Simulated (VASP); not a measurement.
# How U changes Yb

Wanted: how far the results for Yb hang on the Hubbard correction. The start is a cell from a database of measured crystal structures.

Calculated with VASP 6.6.1; PBE, spin-polarised from a ferromagnetic start; plane waves and PAW (Yb), in the first sound run; inputs show where later runs differ.

## (1) Set-up

Symmetry: Fm-3m, No. 225, cubic system. The conventional cell has a = 5.486 Å, b = 5.486 Å, c = 5.486 Å, α = 90.00°, β = 90.00°, γ = 90.00°. Nearest to Yb lie 12 Yb at 3.88 Å.

Structure file:

```xyz
2
Lattice="0.0000 5.4862 5.4862 2.7431 0.0000 2.7431 2.7431 2.7431 0.0000" Properties=species:S:1:pos:R:3 pbc="T T T"
Yb    0.0000    0.0000    0.0000
Yb    0.0000    2.7431    2.7431
```

## (2) Series over U, start order fm, U 0

U penalises partly filled orbitals; repeating the run over U shows how far moments and gap depend on it.

Input file INCAR:

```
SYSTEM = Yb
PREC = Accurate
ENCUT = 420
EDIFF = 1E-06
NELM = 150
ISMEAR = 0
SIGMA = 0.05
LREAL = .FALSE.
ALGO = Normal
GGA = PE
NBANDS = 35
ISPIN = 2
MAGMOM = 1 1
LASPH = .TRUE.
LMAXMIX = 6
AMIX = 0.2
BMIX = 1E-04
AMIX_MAG = 0.8
BMIX_MAG = 1E-04
LORBIT = 11
LWAVE = .FALSE.
LCHARG = .FALSE.
NEDOS = 1200
```

Input file POSCAR:

```
Yb
1.0
    0.0000000000      5.4862000000      5.4862000000
    2.7431000000      0.0000000000      2.7431000000
    2.7431000000      2.7431000000      0.0000000000
Yb
2
Direct
    0.0000000000      0.0000000000      0.0000000000
    0.5000000000      0.0000000000      0.0000000000
```

Input file KPOINTS:

```
Automatic mesh
0
Gamma
5 5 5
0 0 0
```

PAW data sets: Yb (PBE family, release 64).

Run with:

```console
$ mpirun -np 1 vasp_std
```

The program printed:

```text
[banner, memory and clock lines left out]
running    1 mpi-ranks, on    1 nodes
 distrk:  each k-point on    1 cores,    1 groups
 distr:  one band on    1 cores,    1 groups

 POSCAR found type information on POSCAR Yb
 POSCAR found :  1 types and       2 ions
 LDA part: xc-table for (Slater+PW92), standard interpolation
 POSCAR, INCAR and KPOINTS ok, starting setup
 FFT: planning ... GRIDC
 FFT: planning ... GRID_SOFT
 FFT: planning ... GRID
 WAVECAR not read
 entering main loop
       N       E                     dE             d eps       ncg     rms          rms(c)
DAV:   1     0.313439781512E+03    0.31344E+03   -0.13844E+04  3863   0.745E+03
DAV:   2     0.564845618702E+02   -0.25696E+03   -0.23893E+03  3512   0.744E+02
DAV:   3     0.399533381949E+01   -0.52489E+02   -0.51212E+02  3732   0.168E+02
DAV:   4    -0.526869828974E+01   -0.92640E+01   -0.91369E+01  5058   0.620E+01
DAV:   5    -0.713699017293E+01   -0.18683E+01   -0.18595E+01  5152   0.297E+01    0.211E+01
DAV:   6    -0.709262904609E+01    0.44361E-01   -0.47083E+00  4320   0.470E+01    0.257E+01
DAV:   7    -0.699877728819E+01    0.93852E-01   -0.76516E-01  5248   0.137E+01    0.190E+01
DAV:   8    -0.848881581785E+01   -0.14900E+01   -0.16429E+00  3789   0.307E+01    0.459E+01
DAV:   9    -0.124380240669E+02   -0.39492E+01   -0.17833E+00  4296   0.318E+01    0.789E+01
DAV:  10    -0.122391043831E+02    0.19892E+00   -0.20443E-01  4928   0.557E+00    0.795E+01
DAV:  11    -0.758043418216E+01    0.46587E+01   -0.28604E+00  3432   0.556E+01    0.366E+01
DAV:  12    -0.579385253666E+01    0.17866E+01   -0.55597E+00  3832   0.731E+01    0.183E+01
DAV:  13    -0.648868764651E+01   -0.69484E+00   -0.88960E-01  4704   0.160E+01    0.243E+01
DAV:  14    -0.684593819885E+01   -0.35725E+00   -0.18432E-01  4504   0.111E+01    0.205E+01
DAV:  15    -0.694352923274E+01   -0.97591E-01   -0.18724E-01  4456   0.126E+01    0.147E+01
DAV:  16    -0.684036902964E+01    0.10316E+00   -0.61265E-02  4880   0.402E+00    0.127E+01
DAV:  17    -0.679956494529E+01    0.40804E-01   -0.82374E-03  5152   0.105E+00    0.129E+01
DAV:  18    -0.680037401626E+01   -0.80907E-03   -0.71406E-04  4592   0.158E-01    0.129E+01
DAV:  19    -0.683699552945E+01   -0.36622E-01   -0.21376E-03  3936   0.158E+00    0.133E+01
DAV:  20    -0.681436848650E+01    0.22627E-01   -0.35570E-04  4192   0.445E-01    0.134E+01
DAV:  21    -0.662286111006E+01    0.19151E+00   -0.93101E-03  4220   0.319E+00    0.150E+01
DAV:  22    -0.623281356373E+01    0.39005E+00   -0.32836E-02  4450   0.496E+00    0.176E+01
DAV:  23    -0.634215913845E+01   -0.10935E+00   -0.20803E-02  4174   0.436E+00    0.158E+01
DAV:  24    -0.645384037907E+01   -0.11168E+00   -0.61943E-03  4469   0.175E+00    0.146E+01
DAV:  25    -0.669435244682E+01   -0.24051E+00   -0.17743E-02  4232   0.366E+00    0.125E+01
DAV:  26    -0.664128545806E+01    0.53067E-01   -0.26009E-03  4451   0.133E+00    0.131E+01
DAV:  27    -0.663611263027E+01    0.51728E-02   -0.20654E-03  3967   0.132E+00    0.135E+01
DAV:  28    -0.698153272807E+01   -0.34542E+00   -0.21669E-01  4208   0.135E+01    0.606E+00
DAV:  29    -0.695935008320E+01    0.22183E-01   -0.29317E-02  4498   0.298E+00    0.559E+00
DAV:  30    -0.695740908411E+01    0.19410E-02   -0.29682E-03  4642   0.958E-01    0.560E+00
[...]
DAV:  69    -0.702344109509E+01    0.54775E-04   -0.73673E-05  4799   0.248E-01    0.106E+00
DAV:  70    -0.702344860938E+01   -0.75143E-05   -0.42335E-05  4093   0.172E-01    0.114E+00
DAV:  71    -0.702345896516E+01   -0.10356E-04   -0.21555E-05  3968   0.637E-02    0.118E+00
DAV:  72    -0.702347067969E+01   -0.11715E-04   -0.72353E-06  2710   0.760E-02    0.114E+00
DAV:  73    -0.702349086137E+01   -0.20182E-04   -0.15634E-05  3166   0.110E-01    0.103E+00
DAV:  74    -0.702349275762E+01   -0.18962E-05   -0.21839E-06  2881   0.320E-02    0.101E+00
DAV:  75    -0.702348610236E+01    0.66553E-05   -0.55674E-06  3092   0.387E-02    0.966E-01
DAV:  76    -0.702349797876E+01   -0.11876E-04   -0.49276E-05  4594   0.241E-01    0.871E-01
DAV:  77    -0.702348759624E+01    0.10383E-04   -0.15825E-05  3943   0.117E-01    0.837E-01
DAV:  78    -0.702346061105E+01    0.26985E-04   -0.21746E-05  3587   0.137E-01    0.840E-01
DAV:  79    -0.702345682432E+01    0.37867E-05   -0.71217E-06  3782   0.905E-02    0.862E-01
DAV:  80    -0.702345651652E+01    0.30780E-06   -0.12646E-06  2260   0.310E-02
   1 F= -.70234565E+01 E0= -.70220810E+01  d E =-.275113E-02  mag=     0.0012
```

Elapsed: 14 min, on 1 MPI rank of AMD EPYC 7R43, shared host; peak memory 0.28 GiB.

The logs omit lines about the potential files and the build; timing stands in the text.

From OUTCAR (step 2):

```text
ion  position               nearest neighbor table
   1  0.000  0.000  0.000-
   2  0.500  0.000  0.000-

  LATTYP: Found a trigonal (rhomboedric) cell.
 ALAT       =     6.7191953134
 COS(alpha) =     0.8333333333

 Subroutine GETGRP returns: Found 12 space group operations
 (whereof 12 operations were pure point group operations)

The static configuration has the point symmetry D_3d.

 Found     19 irreducible k-points:

   k-points           NKPTS =     19   k-points in BZ     NKDIM =     19   number of bands    NBANDS=     35

   dimension x,y,z NGX =    54 NGY =   28 NGZ =   28
   dimension x,y,z NGXF=   108 NGYF=   56 NGZF=   56

   ENCUT  =  420.0 eV  30.87 Ry    5.56 a.u.  12.96  6.48  6.48*2*pi/ulx,y,z

   NELECT =      48.0000    total number of electrons

 k-points in reciprocal lattice and weights: Automatic mesh
   0.00000000  0.00000000  0.00000000       0.008
   0.20000000  0.00000000  0.00000000       0.016
   0.40000000  0.00000000  0.00000000       0.016
   0.00000000  0.20000000  0.00000000       0.048
   0.20000000  0.20000000  0.00000000       0.048
   0.40000000  0.20000000  0.00000000       0.048
  -0.40000000  0.20000000  0.00000000       0.048
  -0.20000000  0.20000000  0.00000000       0.048
   0.00000000  0.40000000  0.00000000       0.048
[...]
0.20000000 -0.40000000  0.20000000       0.048
  -0.40000000 -0.40000000  0.20000000       0.096

 average (electrostatic) potential at core
       1 -36.0249       2 -36.0249

 E-fermi :   1.1824

 spin component 1
 k-point     1 :       0.0000    0.0000    0.0000
  band No.  band energies     occupation
    ...
     20       0.9110      1.00000
     21       0.9191      1.00000
     22       0.9191      1.00000
     23       0.9244      1.00000
     24       0.9276      1.00000
     25       1.3043      0.00028
     26       3.7077      0.00000
     27       3.7077      0.00000
     28       3.8964      0.00000
     29       3.8964      0.00000
    ...

 k-point     2 :       0.2000    0.0000    0.0000
  band No.  band energies     occupation
    ...
     20       0.9042      1.00000
     21       0.9097      1.00000
     22       0.9097      1.00000
     23       0.9249      1.00000
     24       0.9272      1.00000
     25       1.6522      0.00000
     26       3.6199      0.00000
     27       3.7966      0.00000
     28       3.7966      0.00000
     29       3.9942      0.00000
    ...

 k-point     3 :       0.4000    0.0000    0.0000
  band No.  band energies     occupation
    ...
     20       0.8887      1.00000
     21       0.8889      1.00000
     22       0.8889      1.00000
     23       0.9257      1.00000
     24       0.9265      1.00000
     25       2.2994      0.00000
     26       2.9962      0.00000
     27       4.0089      0.00000
     28       4.0089      0.00000
     29       4.1299      0.00000
    ...

 k-point     4 :       0.0000    0.2000    0.0000
  band No.  band energies     occupation
    ...
     20       0.8932      1.00000
     21       0.8936      1.00000
     22       0.9063      1.00000
     23       0.9185      1.00000
     24       0.9211      1.00000
     25       1.4029      0.00000
     26       2.8925      0.00000
     27       2.9960      0.00000
     28       4.1294      0.00000
     29       4.1300      0.00000
    ...

 k-point     5 :       0.2000    0.2000    0.0000
  band No.  band energies     occupation
    ...
     20       0.8945      1.00000
     21       0.8958      1.00000
     22       0.9121      1.00000
     23       0.9125      1.00000
     24       0.9157      1.00000
     25       1.3181      0.00006
     26       2.7988      0.00000
     27       3.0851      0.00000
     28       4.1512      0.00000
     29       4.1983      0.00000
    ...

 k-point     6 :       0.4000    0.2000    0.0000
  band No.  band energies     occupation
    ...
     20       0.8898      1.00000
     21       0.8914      1.00000
     22       0.8959      1.00000
     23       0.8967      1.00000
     24       0.9141      1.00000
     25       1.9498      0.00000
     26       2.8176      0.00000
     27       2.8239      0.00000
     28       4.2410      0.00000
     29       4.3777      0.00000
    ...

  Total       -0.9737819     -0.9737819     -0.9737819      0.0473336     -0.0473336      0.0473336
  in kB      -18.8967612    -18.8967612    -18.8967612      0.9185340     -0.9185340      0.9185340
  external PRESSURE =     -18.8967612 kB  Pullay stress =       0.0000000 kB

  energy-cutoff  :      420.00
  volume of cell :       82.56
      direct lattice vectors                 reciprocal lattice vectors
     0.000000000  5.486200000  5.486200000    -0.091137764  0.091137764  0.091137764
     2.743100000  0.000000000  2.743100000     0.182275528 -0.182275528  0.182275528
     2.743100000  2.743100000  0.000000000     0.182275528  0.182275528 -0.182275528

 POSITION                                       TOTAL-FORCE (eV/Angst)
 -----------------------------------------------------------------------------------
      0.00000      0.00000      0.00000        -0.000000      0.000000      0.000000
      0.00000      2.74310      2.74310         0.000000     -0.000000     -0.000000
 -----------------------------------------------------------------------------------
    total drift:                                0.000000      0.000000      0.000000

  FREE ENERGIE OF THE ION-ELECTRON SYSTEM (eV)
  ---------------------------------------------------
  free  energy   TOTEN  =        -7.0234565165 eV

  energy  without entropy=       -7.0207053890  energy(sigma->0) =       -7.02208095

 total charge
# of ion       s       p       d       f       tot
--------------------------------------------------
    1        2.213   5.975   0.207  13.657  22.052
    2        2.213   5.975   0.207  13.657  22.052
--------------------------------------------------
tot          4.425  11.950   0.415  27.314  44.104

 magnetization (x)
# of ion       s       p       d       f       tot
--------------------------------------------------
    1        0.000  -0.000  -0.000   0.000   0.000
    2        0.000  -0.000  -0.000   0.000   0.000
--------------------------------------------------
tot          0.000  -0.000  -0.000   0.001   0.000

[... 6 further parts left out ...]
```

The k-mesh is coarse for a metal.

This step gave:

```yaml
electronic_cycles: 80
electrons: 48
free_energy_toten: -7.023 eV
energy_at_zero_smearing: -7.022 eV
fermi_energy: 1.182 eV
moment_of_the_cell_from_the_last_line_of_the_log: 0 μB
labelled_metallic_from_the_levels_on_this_mesh: yes
dos_at_the_fermi_level: 1.506 states/eV/cell
```

The spin moment in the PAW sphere vanishes on all atoms.

The density of states has structure finer than the step of the table below, so its rows give means over 1 eV, whole bins alone (the curve runs from -12.0 to 7.9 eV). Peaks (eV: height): total -0.3: 170; Yb f -0.3: 165.

Means over bins of 0.110 eV. The density of states by energy, zero at the Fermi level; means over each step; values in states/eV/cell:

```
energy (eV)   total     Yb f
         -6       0        0
         -5  0.0480        0
         -4   0.415        0
         -3   0.530   3.1e-4
         -2    1.12  0.00313
         -1    2.25    0.670
          0    29.3     26.8
          1    3.43    0.159
          2    2.22   0.0520
          3    3.79   0.0407
          4    1.97   0.0278
          5    3.99   0.0495
          6    3.39   0.0120
          7    1.36  0.00740
```

EDIFF was met while the residual of the charge density, rms(c), still stood at 0.09, so the density had not settled and the numbers of this run are doubtful.

The density of states holds every band computed, so its fall toward the upper end of the range is no gap.

Energy at zero smearing: -7.02208 eV.

[end of part 1 of 3]

[Lines on the potential files, build, host, timing and source positions are cut from VASP's logs without a mark.]

[Logs are printed without paths, hosts, clocks, repeated set-up lines and the standing remarks that a program may print on its own settings, such as how far it seeks lower states.]

[Hosts, paths, dates, database ids (printed as entryN), source tags and the programs' standing remarks are cut or masked in the printed files.]

[In band tables of VASP the shares of atoms and orbitals are scaled to a sum of 1 inside the atoms' spheres.]

[Runs that stopped without an error message from VASP are left out.]
